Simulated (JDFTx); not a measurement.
**BN: equation of state with PBE**

**What was measured.**

“Effect of nanostructuration on compressibility of cubic BN”, 2012, arxiv:1208.3664 quotes, for a bulk crystal of BN at 300 K: bulk modulus 395 ± 2 GPa.

Crystal: BN.

```
N B
1.0
     0.00000    1.81300    1.81300
     1.81300    0.00000    1.81300
     1.81300    1.81300    0.00000
N B
1 1
Direct
  0.25000 0.25000 0.25000
  0.00000 0.00000 0.00000
```

The cell is a database's computed one.

* Program: JDFTx 1.7.0 (patched build)
* Task: equation of state
* Functional: PBE
* Potentials or basis: PseudoDojo-SR-PBE-0.5-standard
* Cutoff: 1143 eV
* Density cutoff: 4572 eV
* k mesh: 13 × 13 × 13
* Occupations: fermi-dirac, width 0.05 eV
* Spin: no spin polarisation
* Bands: 9
* Density cutoff over wavefunction cutoff: 4
* Max SCF steps: 100
* SCF threshold on the energy: 1e-08 Ha
* Solver of the electrons: scf

| Quantity | Value |
| --- | --- |
| Equilibrium volume | 5.95 Å³/atom |
| Bulk modulus | 371 GPa |
| Pressure derivative of the bulk modulus | 3.7 |

Energy against volume, from the lowest point:
```
volume (Å³/atom)  energy (meV/atom)
           5.602              25.40
           5.721              10.51
           5.840               2.24
           5.959               0.00
           6.078               3.24
           6.198              11.48
           6.317              24.26
```

Against the measured bulk modulus of BN, 395 GPa (300 K; quoted in “Effect of nanostructuration on compressibility of cubic BN”, 2012, arxiv:1208.3664), the calculated 371 GPa is off by -6.0 %. The fit is for a static lattice scaled at fixed shape and fixed fractional positions.
